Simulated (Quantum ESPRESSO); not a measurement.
Crystal: Hf.

```
CELL_PARAMETERS angstrom
3.19670 0.00000 0.00000
-1.59835 2.76842 0.00000
0.00000 0.00000 5.05780
ATOMIC_POSITIONS crystal
Hf 0.66667 0.33333 0.75000
Hf 0.33333 0.66667 0.25000
```

```yaml
Program: Quantum ESPRESSO 7.5
Task: single point
Functional: PBE
Potentials_or_basis: SSSP 1.3 efficiency PBE
Cutoff: 816 eV
Density_cutoff: 3265 eV
k_mesh: 10 × 10 × 5
Occupations: fermi-dirac, width 0.05 eV
Spin: no spin polarisation
```

On this cell: pressure 0.6 GPa; largest force under 0.003 eV/Å; band gap on the k mesh none (metal or under the smearing width).

The same run follows on a disturbed copy (atoms moved at random, drawn with an rms of 0.05 Å):

```
Hf
1.0
     3.19670    0.00000    0.00000
    -1.59835    2.76842    0.00000
     0.00000    0.00000    5.05780
Hf
2
Direct
  0.67080 0.34630 0.75451
  0.32565 0.67287 0.24668
```

Q: What changes?

A: The energy (extrapolated to zero smearing) moves by +2.1 meV/atom; pressure 0.7 GPa; largest force 0.168 eV/Å; band gap on the k mesh none (metal or under the smearing width).

Forces on the atoms (eV/Å):
```
Hf  -0.064 -0.044 -0.149
Hf   0.064  0.044  0.149
```

Stress tensor (GPa, compression positive):
```
0.97 0.25 0.05
0.25 0.62 0.04
0.05 0.04 0.57
```
